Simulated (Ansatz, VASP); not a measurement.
**One calculation of MgO, two programs**

```
Mg O
1.0
     3.00778    0.00000    0.00000
     0.00000    3.00778    0.00000
     0.00000    0.00000    4.25371
Mg O
2 2
Direct
  0.00000 0.00000 0.00000
  0.50000 0.50000 0.50000
  0.50000 0.50000 0.00000
  0.00000 0.00000 0.50000
```

Alike in both runs: functional PBE; k mesh 8 × 8 × 6; no spin polarisation.

Ansatz relaxed the structure, and its values are those at the end. VASP's run is a single point on that final structure, the one shown.

```csv
,VASP,Ansatz
version,VASP 6.6.1,Ansatz 0.2.0
potentials or method,"VASP PAW PBE potentials, release 64 (Mg, O)","scalar-relativistic, plane waves, PAW"
plane-wave cutoff (eV),520,420
occupations,"gaussian, width 0.01 eV",fixed
valence electrons in the cell,16,32
```

```csv
,VASP,Ansatz,Ansatz less VASP
gap on the k mesh at the Fermi level (eV),4.44,4.46,+0.017
least direct gap on the mesh (eV),4.44,4.46,+0.017
pressure (GPa),-0.7,0.0,+0.73
```

The two sets of potentials don't hold the same shells in valence.

PBE gaps usually lie below the measured ones, often by a third to a half.
